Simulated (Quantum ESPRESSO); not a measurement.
AlRu:

```xyz
2
Lattice="2.9916 0.0000 0.0000 0.0000 2.9916 0.0000 0.0000 0.0000 2.9916" Properties=species:S:1:pos:R:3 pbc="T T T"
Ru    1.4958    1.4958    1.4958
Al    0.0000    0.0000    0.0000
```

* Program: Quantum ESPRESSO 7.5
* Task: phonons
* Functional: PBE
* Potentials or basis: PseudoDojo 0.4 SR PBE stringent
* Cutoff: 1143 eV
* Density cutoff: 4572 eV
* k mesh: 9 × 9 × 9
* Occupations: cold, width 0.2 eV
* Spin: no spin polarisation
* Mixing beta: 0.5
* Most SCF iterations: 120
* SCF threshold: 4e-10 Ry

Question: Which optical modes does the crystal have at the zone centre, and which show in infrared and Raman spectra?

Answer: The optical modes are T1u. Infrared active: T1u. None is Raman active.

Optical modes at Γ, degenerate ones joined:
| cm⁻¹ | components | symmetry | active in |
| --- | --- | --- | --- |
| 318 | 3 | T1u | IR |

Caveat: the mesh is thin for the phonons of a metal.
